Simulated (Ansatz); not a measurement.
**Ionic part of the dielectric constant of BN at 11 GPa, mode by mode**

Computed with DFT PBEsol, scalar-relativistic, plane waves, PAW (Ansatz 0.2.0). Plane waves to 420 eV; Γ-centred k mesh 12×12×12; fixed occupations. No spin polarisation. Phonons by linear response, acoustic sum rule imposed.

Symmetry: R3m, No. 160, trigonal system. The conventional cell has a = 2.484 Å, b = 2.484 Å, c = 8.444 Å, α = 90.00°, β = 90.00°, γ = 120.00°. B (site symmetry 3m) has 3 N at 1.43 Å as nearest neighbours. N (site symmetry 3m) is surrounded by 3 B at 1.43 Å.

The crystal is built of layers and no dispersion correction was added, so the binding between them is poorly described, and with it their spacing and whatever depends on it.

The primitive cell has V = 15.04 Å³ and ε∞,zz = 3.622. Each polar mode adds Δε = (4.92064×10⁷/V)·S/ν² along z, with S its oscillator strength in e²/amu, ν in cm⁻¹ and V in Å³.

**Question.** From these modes, find each Δε and ε0,zz.
```csv
ν (cm⁻¹),S_zz (e²/amu)
684.8,0.1955
```

**Answer.**
```csv
ν (cm⁻¹),Δε
684.8,1.36
```

The sum is 1.363, so ε0,zz = 4.99; the run's tensor has 4.99.

**Question.** Where do the longitudinal modes lie for a wave vector along z?

**Answer.** At 803 cm⁻¹. The Lyddane–Sachs–Teller product Π(ν_LO/ν_TO)² = 1.38 matches ε0/ε∞ = 1.38.

This form isn't the usual stable structure of the compound at low pressure.

Cost: 1 run of about 0.72 core-minutes, on Arm Neoverse V1 (shared hosts).